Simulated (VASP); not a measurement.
A run of VASP 6.6.1 is set up as follows.

File INCAR:

```
SYSTEM = PbS
PREC = Accurate ; ENCUT = 600
EDIFF = 1E-7 ; ISMEAR = 0
SIGMA = 0.03 ; LREAL = .FALSE.
LASPH = .TRUE. ; NELM = 80
ALGO = Normal ; ISIF = 2
LWAVE = .FALSE. ; LCHARG = .FALSE.
GGA = PE ; IVDW = 12
IBRION = 2 ; NSW = 40
EDIFFG = -0.01
```

The input KPOINTS:

```
Automatic mesh
0
G
  8 8 8
  0 0 0
```

POSCAR

```
PbS                                     
1.0
   -0.0000000000      3.0061179162      3.0061179162
    3.0061179162     -0.0000000000      3.0061179162
    3.0061179162      3.0061179162      0.0000000000
  Pb              S             
     1     1
Direct
     0.0000000000000000    1.0000000000000000    1.0000000000000000
     0.5000000000000000    0.5000000000000000    0.5000000000000000
```

Potentials or basis: VASP PAW PBE potentials, release 64 (Pb_d, S).

Run with:

```console
$ cat potpaw_PBE.64/Pb_d/POTCAR potpaw_PBE.64/S/POTCAR > POTCAR
$ mpirun -np 1 vasp_std > vasp.out
```

Problem. Estimate the band gap on the k mesh.

Solution. 0.50 eV, direct.

Problem. What does it give for the dispersion energy per atom?

Solution. -0.333 eV.

Final structure:
```yaml
crystal:
  lattice:
    - [0.00000, 3.00612, 3.00612]
    - [3.00612, 0.00000, 3.00612]
    - [3.00612, 3.00612, 0.00000]
  atoms:
    - { symbol: Pb, position: [0.00000, 0.00000, 0.00000] }
    - { symbol: S, position: [0.50000, 0.50000, 0.50000] }
```

Caveat: the relaxation stopped at its first step, so nothing moved; spin-orbit coupling is left out, which as a rule narrows the gap of such compounds by several tenths of an eV. A k mesh can miss the band edges.
